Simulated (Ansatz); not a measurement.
## Sb under changes of volume

One of the cells (26.666 Å³/atom); the others are scaled copies at fixed shape and fractional positions:

```
Sb
1.0
     0.00000    2.37124    2.37124
     2.37124    0.00000    2.37124
     2.37124    2.37124    0.00000
Sb
1
Cartesian
  0.0000 0.0000 0.0000
```

This isn't the form of Sb at room conditions, which is rhombohedral.

- Program: Ansatz 0.2.0
- Functional: PBE
- Potentials or basis: Ansatz PAW
- Cutoff: 420 eV (not typed: the program's choice for these potentials)
- k mesh: 10 × 10 × 10
- Occupations: fermi-dirac, width 0.05 eV
- Spin: no spin polarisation

```csv
volume (Å³/atom),energy over the lowest point (meV/atom),pressure (GPa)
25.066,44.27,6.3
25.599,?,?
26.133,13.27,3.2
26.666,4.75,1.9
27.199,0.37,0.6
27.733,0.00,-0.5
28.266,3.40,-1.6
```

Task: What does the run at 25.599 Å³/atom give?

Result: Energy over the lowest point 26.26 meV/atom; pressure 4.7 GPa.

Worked out: A Birch-Murnaghan fit of order 3 (a polynomial in V^(-2/3)) to the other rows has its minimum at 27.51 Å³/atom with B0 = V·E''(V) = 59 GPa (rough, since the energies scatter). It gives 26.40 meV/atom at 25.599 Å³/atom, against the run's 26.26, and -dE/dV = 4.6 GPa, against 4.7.

Energies are extrapolated to zero smearing.
